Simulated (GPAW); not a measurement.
Set up this calculation in GPAW 26.7.0, as an ASE script.

```
Task                : relaxation of cell and atoms
Functional          : PBE
Potentials or basis : GPAW PAW data sets (gpaw-data 1.2.1)
Cutoff              : 600 eV
Basis               : pw
k mesh              : 11 × 11 × 11
Occupations         : fermi-dirac, width 0.05 eV
Spin                : no spin polarisation
Target pressure     : 20 GPa
Maxiter             : 150
Optimizer           : BFGS
Fmax                : 0.02 eV/Å
Max steps           : 60
Target pressure     : 20 GPa
Convergence         : density=1e-05 forces=0.0001
```

The system is Ta.

```
Ta
1.0
    -1.65128    1.65128    1.65128
     1.65128   -1.65128    1.65128
     1.65128    1.65128   -1.65128
Ta
1
Direct
  0.00000 0.00000 0.00000
```

The input as run:

run.py

```python
from ase import Atoms
from ase.filters import FrechetCellFilter
from ase.io import write
from ase.optimize import BFGS
from ase.units import GPa
from gpaw import GPAW, PW

atoms = Atoms(['Ta'],
              cell=[[-1.65128, 1.65128, 1.65128],
                    [1.65128, -1.65128, 1.65128],
                    [1.65128, 1.65128, -1.65128]],
              scaled_positions=[[0.0, 0.0, 0.0]],
              pbc=True)

calc = GPAW(mode=PW(600),
            xc='PBE',
            kpts={'size': (11, 11, 11), 'gamma': True},
            occupations={'name': 'fermi-dirac', 'width': 0.05},
            nbands=15,
            convergence={'density': 1e-05, 'forces': 0.0001},
            maxiter=150,
            txt='gpaw.txt')
atoms.calc = calc
opt = BFGS(FrechetCellFilter(atoms, scalar_pressure=20 * GPa), trajectory='relax.traj', logfile='-')
done = opt.run(fmax=0.02, steps=60)
calc.write('gs.gpw')
write('result.traj', atoms)
print('Converged:', done)
print('Cell:', atoms.cell.cellpar().round(4))
print('Volume:', round(atoms.get_volume(), 4))
print(atoms.get_scaled_positions().round(5))
```

Potentials or basis: GPAW PAW data sets (gpaw-data 1.2.1), pw.

The run is started by

```console
$ OMP_NUM_THREADS=1 python run.py
```

It gave:

```json
{
 "Relaxed volume": "16.77 Å³/atom",
 "Relaxed cell": "a = 2.793 Å, b = 2.793 Å, c = 2.793 Å, α = 109.47°, β = 109.47°, γ = 109.47°",
 "Space group after relaxing (to 0.05 Å)": "Im-3m (No. 229)",
 "Energy change on relaxing (the enthalpy is what falls)": "+82.9 meV/atom",
 "Ionic steps": "4",
 "Pressure after relaxing": "20.0 GPa",
 "Band gap on the k mesh": "none (metal or under the smearing width)"
}
```

Caveat: later steps reuse the first step's grids.

It took 28 s on 1 thread of Intel(R) Xeon(R) Platinum 8488C (Sapphire Rapids) (shared host), peak memory 0.16 GiB.
